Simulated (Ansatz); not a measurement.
# TaSi2: the cost of one run

Method: DFT PBE, plane waves, PAW, scalar-relativistic, no spin polarisation, in Ansatz 0.2.0.

The COD entry's cell or inner coordinates are ideal or old and differ from later refinements, so a difference from it is no clean test against experiment.

### 1 The starting structure

The cell holds 36 atoms (Si24Ta12): a = 8.253 Å, b = 8.253 Å, c = 9.717 Å, α = 72.88°, β = 72.88°, γ = 61.30°.

Its coordinates follow in the input file.

### 2 Run 1

140 steps of 1.5 fs under a Langevin thermostat at 2800 K.

Contents of input.yaml:

```yaml
accuracy: low
crystal:
  lattice:
    - [-2.429187, 4.207476, 6.671626]
    - [4.858375, 0.0, 6.671626]
    - [4.858375, 8.414952, 0.0]
  atoms:
    - { symbol: Ta, position: [0.0, 0.5, 0.0] }
    - { symbol: Ta, position: [0.4166667, 0.4166667, 0.0416667] }
    - { symbol: Ta, position: [0.3333333, 0.8333333, 0.0833333] }
    - { symbol: Si, position: [0.333325, 0.166675, 0.9999875] }
    - { symbol: Si, position: [0.0833167, 0.7500167, 0.0416667] }
    - { symbol: Si, position: [0.1666583, 8.3e-06, 0.3333458] }
    - { symbol: Si, position: [0.166675, 0.333325, 0.2500125] }
    - { symbol: Si, position: [0.7500167, 0.0833167, 0.0416667] }
    - { symbol: Si, position: [8.3e-06, 0.1666583, 0.0833208] }
    - { symbol: Ta, position: [0.0, 0.5, 0.5] }
    - { symbol: Ta, position: [0.4166667, 0.4166667, 0.5416667] }
    - { symbol: Ta, position: [0.3333333, 0.8333333, 0.5833333] }
    - { symbol: Si, position: [0.333325, 0.166675, 0.4999875] }
    - { symbol: Si, position: [0.0833167, 0.7500167, 0.5416667] }
    - { symbol: Si, position: [0.1666583, 8.3e-06, 0.8333458] }
    - { symbol: Si, position: [0.166675, 0.333325, 0.7500125] }
    - { symbol: Si, position: [0.7500167, 0.0833167, 0.5416667] }
    - { symbol: Si, position: [8.3e-06, 0.1666583, 0.5833208] }
    - { symbol: Ta, position: [0.5, 0.0, 0.25] }
    - { symbol: Ta, position: [0.9166667, 0.9166667, 0.2916667] }
    - { symbol: Ta, position: [0.8333333, 0.3333333, 0.3333333] }
    - { symbol: Si, position: [0.833325, 0.666675, 0.2499875] }
    - { symbol: Si, position: [0.5833167, 0.2500167, 0.2916667] }
    - { symbol: Si, position: [0.6666583, 0.5000083, 0.5833458] }
    - { symbol: Si, position: [0.666675, 0.833325, 0.5000125] }
    - { symbol: Si, position: [0.2500167, 0.5833167, 0.2916667] }
    - { symbol: Si, position: [0.5000083, 0.6666583, 0.3333208] }
    - { symbol: Ta, position: [0.5, 0.0, 0.75] }
    - { symbol: Ta, position: [0.9166667, 0.9166667, 0.7916667] }
    - { symbol: Ta, position: [0.8333333, 0.3333333, 0.8333333] }
    - { symbol: Si, position: [0.833325, 0.666675, 0.7499875] }
    - { symbol: Si, position: [0.5833167, 0.2500167, 0.7916667] }
    - { symbol: Si, position: [0.6666583, 0.5000083, 0.0833458] }
    - { symbol: Si, position: [0.666675, 0.833325, 1.25e-05] }
    - { symbol: Si, position: [0.2500167, 0.5833167, 0.7916667] }
    - { symbol: Si, position: [0.5000083, 0.6666583, 0.8333208] }
basis:
  ecutwfc: 420.0
kpoints:
  mp_grid: { grid: [2, 2, 2] }
hamiltonian:
  xc: pbe
  pseudopotentials: { kind: paw, azcp: { folder: soft_1 } }
scf:
  occupations: { method: fermi_dirac, width: 0.24 }
  lower_state_search: "off"
md:
  timestep: 1.5
  n_steps: 140
  ensemble: nvt_langevin
  temperature: 2800.0
  initial_velocities: maxwell_boltzmann
  seed: 773254
  friction: 0.02
```

Launch:

```console
$ ansatz run input.yaml --threads 4 --pin off --max-ram 10240MiB --backend cpu --events-out ev --progress --plain --runs-dir out
```

**Question.** How long does this run take on 4 threads of Arm Neoverse V2, shared host, and how much memory does it need?

About 21 min, with a peak of 2.6 GiB.
